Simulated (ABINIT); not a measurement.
Runs of ABINIT 10.8.3 (patched build) on BeTe. The structure is cubic, space group F-43m (No. 216). The conventional cell has a = 5.540 Å, b = 5.540 Å, c = 5.540 Å, α = 90.00°, β = 90.00°, γ = 90.00°. Te (site symmetry -43m) is surrounded by 4 Be at 2.40 Å. Be (site symmetry -43m) is surrounded by 4 Te at 2.40 Å. 

```tsv
task	level	potentials or basis	spin	k mesh	cutoff (eV)	fine-grid cutoff	gap on the mesh (eV)	pressure (GPa)	V0 of scaled cells (Å³/atom)	B0 (GPa)
band structure	BP86	JTH PAW PBE v2.0	off	8 × 8 × 8	517	1034.03 eV	1.93	5.1	-	-
equation of state	PBEsol	JTH PAW PBE v2.0	off	8 × 8 × 8	517	1034.03 eV	-	-	(b)	62
band structure	PW91	JTH PAW PBE v2.0	SOC, no magnetisation	8 × 8 × 8	517	1034.03 eV	1.57	4.4	-	-
band structure	LDA	JTH PAW LDA v2.0	off	8 × 8 × 8	408	816.342 eV	1.75	-	-	-
single point	r2SCAN	JTH PAW PBE v2.0	off	6 × 6 × 6	490	979.61 eV	2.19	-	-	-
equation of state	revPBE+D3	JTH PAW PBE v2.0	off	8 × 8 × 8	517	1034.03 eV	-	-	22.33	(a)
band structure	LDA-PZ	JTH PAW LDA v2.0	SOC, no magnetisation	8 × 8 × 8	408	816.342 eV	(c)	-	-	-
```

Alike in all rows: cell as given; smearing fermi-dirac 0.05 eV.

Task: Fill in the values left out.

Result: (a) 58; (b) 22.07; (c) 1.45.

Caveats: the PAW data sets were made with another functional, which shifts forces and pressure a little (some runs); spin-orbit coupling is left out, which moves the levels of the heavy elements (some runs); pressures at fixed basis lie under the slope of the energies (some runs).

A k mesh can miss the band edges, and rows without SOC leave out spin-orbit coupling on Te.

Runs at the PBE level aren't shown here.
